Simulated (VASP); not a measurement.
**TiO2 (Rutile): band structure with LDA**

**Experimental background.**

“Shallow Valence Band of Rutile GeO2 and P-type Doping”, 2020, arxiv:2011.08928 quotes, for a bulk crystal of TiO2 at 1.6 K: band gap 3.03 eV (direct).

Crystal: TiO2 (Rutile).

```
Ti O
1.0
     4.59271    0.00000    0.00000
     0.00000    4.59271    0.00000
     0.00000    0.00000    2.94174
Ti O
2 4
Direct
  0.00000 0.00000 0.00000
  0.50000 0.50000 0.50000
  0.30432 0.30432 0.00000
  0.19568 0.80432 0.50000
  0.69568 0.69568 0.00000
  0.80432 0.19568 0.50000
```

```json
{"Program": "VASP 6.6.1", "Task": "band structure", "Functional": "LDA", "Potentials or basis": "VASP PAW LDA potentials, release 64 (Ti_sv, O)", "Cutoff": "520 eV", "k mesh": "6 × 6 × 10", "Occupations": "gaussian, width 0.03 eV", "Spin": "no spin polarisation", "Further INCAR settings": "ALGO = Normal; EDIFF = 1e-07; NBANDS = 33"}
```

The pressure is -5.6 GPa, the largest force is 0.051 eV/Å and the band gap on the k mesh is 1.78 eV, direct. The band gap along the path is 1.78 eV, direct.

Forces in eV/Å, atoms in the order of the input:
```
Ti   0.000  0.000  0.000
Ti   0.000  0.000  0.000
O    0.036  0.036  0.000
O   -0.036  0.036  0.000
O   -0.036 -0.036  0.000
O    0.036 -0.036  0.000
```

Stress tensor (GPa, compression positive):
```
-5.27  0.00  0.00
 0.00 -5.27  0.00
 0.00  0.00 -6.20
```

Levels at the corners of the path, in eV from the valence-band top:
| point | band 20 | band 21 | band 22 | band 23 | band 24 | band 25 | band 26 | band 27 | band 28 | band 29 |
| --- | --- | --- | --- | --- | --- | --- | --- | --- | --- | --- |
| Γ | -1.97 | -0.69 | -0.46 | -0.46 | 0.00 | 1.78 | 2.05 | 2.36 | 2.46 | 2.46 |
| X | -3.10 | -1.64 | -1.64 | -0.76 | -0.76 | 2.46 | 2.46 | 3.00 | 3.00 | 3.56 |
| X | -3.10 | -1.64 | -1.64 | -0.76 | -0.76 | 2.46 | 2.46 | 3.00 | 3.00 | 3.56 |
| M | -2.27 | -1.29 | -1.29 | -1.09 | -1.09 | 1.82 | 1.82 | 2.48 | 2.48 | 3.84 |
| M | -2.27 | -1.29 | -1.29 | -1.09 | -1.09 | 1.82 | 1.82 | 2.48 | 2.48 | 3.84 |
| Γ | -1.97 | -0.69 | -0.46 | -0.46 | 0.00 | 1.78 | 2.05 | 2.36 | 2.46 | 2.46 |
| Γ | -1.97 | -0.69 | -0.46 | -0.46 | 0.00 | 1.78 | 2.05 | 2.36 | 2.46 | 2.46 |
| Z | -2.81 | -2.45 | -2.45 | -1.45 | -1.45 | 2.94 | 2.94 | 3.17 | 3.17 | 3.65 |
| Z | -2.81 | -2.45 | -2.45 | -1.45 | -1.45 | 2.94 | 2.94 | 3.17 | 3.17 | 3.65 |
| R | -2.41 | -2.09 | -2.09 | -1.06 | -1.06 | 1.82 | 1.82 | 3.20 | 3.20 | 3.91 |
| R | -2.41 | -2.09 | -2.09 | -1.06 | -1.06 | 1.82 | 1.82 | 3.20 | 3.20 | 3.91 |
| A | -2.78 | -1.32 | -1.32 | -0.68 | -0.68 | 2.54 | 2.54 | 3.16 | 3.16 | 3.22 |
| A | -2.78 | -1.32 | -1.32 | -0.68 | -0.68 | 2.54 | 2.54 | 3.16 | 3.16 | 3.22 |
| Z | -2.81 | -2.45 | -2.45 | -1.45 | -1.45 | 2.94 | 2.94 | 3.17 | 3.17 | 3.65 |
| X | -3.10 | -1.64 | -1.64 | -0.76 | -0.76 | 2.46 | 2.46 | 3.00 | 3.00 | 3.56 |
| R | -2.41 | -2.09 | -2.09 | -1.06 | -1.06 | 1.82 | 1.82 | 3.20 | 3.20 | 3.91 |
| M | -2.27 | -1.29 | -1.29 | -1.09 | -1.09 | 1.82 | 1.82 | 2.48 | 2.48 | 3.84 |
| A | -2.78 | -1.32 | -1.32 | -0.68 | -0.68 | 2.54 | 2.54 | 3.16 | 3.16 | 3.22 |

Run time: 2.9 min on 2 MPI ranks on Intel(R) Xeon(R) Platinum 8488C (Sapphire Rapids), with other jobs on the host, peak memory 0.27 GiB a rank.

A measured gap of TiO2 is 3.03 eV (direct; 1.6 K; quoted in “Shallow Valence Band of Rutile GeO2 and P-type Doping”, 2020, arxiv:2011.08928); the calculated 1.78 eV misses it by -1.25 eV. 2 values of this kind are on record in papers (3.03 to 3.05 eV); this one was drawn at random among those near their median. The value is that of LDA, without temperature or zero-point motion. Semilocal functionals fall short of measured gaps as a rule.
